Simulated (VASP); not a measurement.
# CdSe in VASP: how settings move the PBE relaxation

Aim: see what changed inputs do to the PBE relaxation of zincblende CdSe.

Code: VASP 6.6.1. PAW datasets, plane waves. Calculated at 0 K for a non-magnetic cell.

## Step 1: The cell

It is cubic, F-43m (No. 216); a = 5.918 Å in the conventional setting, 25.91 Å³ an atom. Cd has 4 Se at 2.56 Å; Se has 4 Cd at 2.56 Å.

As a file:

```
CELL_PARAMETERS angstrom
0.00000 2.95904 2.95904
2.95904 0.00000 2.95904
2.95904 2.95904 0.00000
ATOMIC_POSITIONS crystal
Cd 0.00000 0.00000 0.00000
Se 0.25000 0.25000 0.25000
```

The PBE run on sound settings gave: energy (σ→0) -5.4955 eV, final volume 29.869 Å³/atom.

## Step 2: Try 1

Contents of INCAR:

```
ENCUT = 600.000000
SIGMA = 0.020000
EDIFF = 1.00e-07
EDIFFG = -5.00e-03
GGA = PE
PREC = Accurate
ISIF = 3
ISMEAR = -1
NBANDS = 16
NSW = 40
LASPH = .TRUE.
LCHARG = .FALSE.
LWAVE = .FALSE.
LREAL = .FALSE.
LDAU = .TRUE.
LDAUTYPE = 2
LDAUL = 2 -1
LDAUU = 5.0 0
LDAUJ = 0 0
LMAXMIX = 4
IBRION = 1
POTIM = 0.2
NELM = 88
```

Contents of KPOINTS:

```
KPOINTS created by Atomic Simulation Environment
0
Gamma
6 6 6
0 0 0
```

Contents of POSCAR:

```
Cd Se
 1.0000000000000000
     0.0000000000000000    2.9590355997000000    2.9590355997000000
     2.9590355997000000    0.0000000000000000    2.9590355997000000
     2.9590355997000000    2.9590355997000000    0.0000000000000000
 Cd  Se
   1   1
Cartesian
  0.0000000000000000  0.0000000000000000  0.0000000000000000
  1.4795177998500000  1.4795177998500000  1.4795177998500000
```

The run uses the recommended PBE PAW datasets (18 valence electrons a neutral cell).

On the command line:

```console
$ mpirun -np 1 vasp_std
```

## Step 3: Try 2

Contents of INCAR:

```
ENCUT = 600.000000
SIGMA = 0.020000
EDIFF = 1.00e-07
GGA = PE
PREC = Accurate
IBRION = 2
ISMEAR = -1
NBANDS = 16
NSW = 40
LASPH = .TRUE.
LCHARG = .FALSE.
LWAVE = .FALSE.
LREAL = .FALSE.
ISIF = 6
EDIFFG = 1e-05
ISYM = 3
NELM = 99
```

Contents of KPOINTS:

```
KPOINTS created by Atomic Simulation Environment
0
Gamma
6 6 6
0 0 0
```

Contents of POSCAR:

```
Cd Se
 1.0000000000000000
     0.0000000000000000    2.9590355997000000    2.9590355997000000
     2.9590355997000000    0.0000000000000000    2.9590355997000000
     2.9590355997000000    2.9590355997000000    0.0000000000000000
 Cd  Se
   1   1
Cartesian
  0.0000000000000000  0.0000000000000000  0.0000000000000000
  1.4795177998500000  1.4795177998500000  1.4795177998500000
```

What does the calculation give? Wanted: for each run, changed; ending; energy change; volume; electronic steps; usable.

**Answer**, as computed:

| run | changed | ending | energy change (meV/atom) | volume (Å³/atom) | electronic steps | time | usable |
| --- | --- | --- | --- | --- | --- | --- | --- |
| ref. | – | converged | 0 | 29.869 | – | – | yes |
| 1 | LDAU = .TRUE., LDAUTYPE = 2, LDAUL = 2 -1, LDAUU = 5.0 0, LDAUJ = 0 0, LMAXMIX = 4, IBRION = 1, POTIM = 0.2, NELM = 88 | converged | – | 29.585 | 49 | 72 s | yes |
| 2 | ISIF = 6, EDIFFG = 1e-05, ISYM = 3, NELM = 99, mesh 6×6×6 | crashed | – | – | 5 | 7.9 s | no |

What this shows: Of 2 altered inputs, 1 gave no result, 1 gave usable results.
